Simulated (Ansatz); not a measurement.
## SiO₂: what a change does to the field gradients

Base: a Materials Project structure (computed, not necessarily an observed phase) whose atoms were relaxed with PBE, the cell held.

```xyz
36
Lattice="6.7985 3.9251 4.9453 -6.7985 3.9251 4.9453 0.0000 -7.8502 4.9453" Properties=species:S:1:pos:R:3 pbc="T T T"
Si    1.5559   -5.1450    6.5028
Si   -5.2336    1.2251    6.5028
Si    3.6777    3.9199    6.5028
Si   -5.2336   -1.2251    8.3332
Si    1.5559    5.1450    8.3332
Si    3.6777   -3.9199    8.3332
Si   -1.5559    5.1450    8.3332
Si    5.2336   -1.2251    8.3332
Si   -3.6777   -3.9199    8.3332
Si    5.2336    1.2251    6.5028
Si   -1.5559   -5.1450    6.5028
Si   -3.6777    3.9199    6.5028
O     1.7888   -4.7519    4.9453
O    -5.0097    0.8268    4.9453
O     3.2209    3.9251    4.9453
O     5.0097    0.8268    4.9453
O    -1.7888   -4.7519    4.9453
O    -3.2209    3.9251    4.9453
O    -2.0509   -1.1841   12.9902
O     0.0000    2.3681   12.9902
O     2.0509   -1.1841   12.9902
O     0.0000   -2.3681    1.8458
O    -2.0509    1.1841    1.8458
O     2.0509    1.1841    1.8458
O    -4.3613    2.5180    6.9083
O     0.0000   -5.0360    6.9083
O     4.3613    2.5180    6.9083
O    -4.3613   -2.5180    7.9276
O     4.3613   -2.5180    7.9276
O     0.0000    5.0360    7.9276
O    -2.3588    4.0856    7.4180
O    -2.3588   -4.0856    7.4180
O     4.7177    0.0000    7.4180
O     2.3588   -4.0856    7.4180
O     2.3588    4.0856    7.4180
O    -4.7177    0.0000    7.4180
```

Sites (sets of like atoms) are named by element and the number of their first atom in this list.

Computed with Ansatz: DFT, PBE, plane waves and PAW, scalar-relativistic, 420 eV cutoff, Γ-centred 3×3×3 k-points, Fermi–Dirac smearing 0.02 eV.

Task: Variant: atom 12 (Si) moved by 0.05 Å along (0.000, 0.000, 0.050) Å. What happens to the gradients (10²¹ V/m²)?

Result: 

```tsv
site	atoms	V_zz base	η base	V_zz variant	η variant
Si1	1	0.85	0.90	0.87	0.92
Si2	2	0.85	0.90	0.82	0.93
Si7	7	0.85	0.90	0.81	0.86
Si9	9	0.85	0.90	0.85	0.86
Si12	12	0.85	0.90	2.07	0.69
O14	14	9.43	0.16	9.46	0.16
O18	18	9.43	0.16	9.92	0.15
O19	19	9.44	0.09	9.44	0.09
O21	21	9.44	0.09	9.46	0.09
O24	24	9.44	0.09	9.49	0.08
O25	25	9.59	0.18	9.65	0.14
O28	28	9.59	0.18	9.60	0.17
O31	31	9.29	0.24	8.93	0.24
O32	32	9.29	0.24	9.28	0.24
```

The largest change of V_zz is on Si12, from 0.85 to 2.07. In per cent, |V_zz| changes by -5 to +143 on Si, -4 to +5 on O (all sites that start above 0.5). Where |V_zz| stays above 0.1, η moves most on Si12, from 0.90 to 0.69. The table leaves out 22 of the 36 sites, with |V_zz| up to 9.61; their tensors move by 0.06 at most along any direction. The statements above cover all sites. The number of symmetry-distinct sites goes from 5 to 36.

For the variant: The atoms aren't relaxed after the move (largest force 2.2 eV/Å).
